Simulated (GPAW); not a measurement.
Runs of GPAW 26.7.0 on V. It takes space group Im-3m (No. 229, cubic). The conventional cell has a = 3.029 Å, b = 3.029 Å, c = 3.029 Å, α = 90.00°, β = 90.00°, γ = 90.00°. V (site symmetry m-3m) is surrounded by 8 V at 2.62 Å. 

```tsv
task	level	potentials or basis	U	cell	k mesh	smearing	band path	band points	optimizer	fmax	max steps	gap on the mesh (eV)	pressure (GPa)	moment (μB)
band structure	BP86	PAW data sets generated in the run's folder for this functional, pw	-	as given	10 × 10 × 10	fermi-dirac 0.05 eV	GHNGPH,PN	100	-	-	-	-	-4.6	0.00
relaxation of cell and atoms	PBEsol+D4	PAW data sets generated in the run's folder for this functional, pw	-	relaxed	12 × 12 × 12	fermi-dirac 0.05 eV	-	-	BFGS	0.05 eV/Å	100	none	0.3	0.00
single point	PBE	GPAW PAW data sets (gpaw-data 1.2.1), pw	-	as given	12 × 12 × 12	gaussian 0.013 eV	-	-	-	-	-	none	-4.2	0.10
band structure	PBEsol+U	PAW data sets generated in the run's folder for this functional, pw	V d U = 3 eV	as given	12 × 12 × 12	fermi-dirac 0.05 eV	GHNGPH,PN	80	-	-	-	-	0.9	0.92
single point	PBE	GPAW PAW data sets (gpaw-data 1.2.1), pw	-	as given	12 × 12 × 12	gaussian 0.011 eV	-	-	-	-	-	none	-4.2	0.10
band structure	PBEsol+U	PAW data sets generated in the run's folder for this functional, pw	V d U = 4 eV	as given	12 × 12 × 12	fermi-dirac 0.05 eV	GHNGPH,PN	80	-	-	-	-	(b)	1.47
band structure	BLYP	PAW data sets generated in the run's folder for this functional, pw	-	as given	10 × 10 × 10	fermi-dirac 0.05 eV	GHNGPH,PN	60	-	-	-	-	(a)	0.00
```

Alike in all rows: spin collinear, ferromagnetic start; cutoff (eV) 600.

Task: Estimate the missing entries.

Result: (a) 0.4; (b) 15.9.

Caveats: the U is typed as a test and isn't derived for this compound (some runs); each step starts from the last one's moments, so a moment once lost doesn't come back (some runs); later steps reuse the first step's grids (some runs); pairwise dispersion overbinds metals, which lowers pressure and volume (some runs).

A k mesh can miss the band edges.

A gap of «none» marks a metal or a gap under the smearing width.

Not every run made on this cell is shown here.
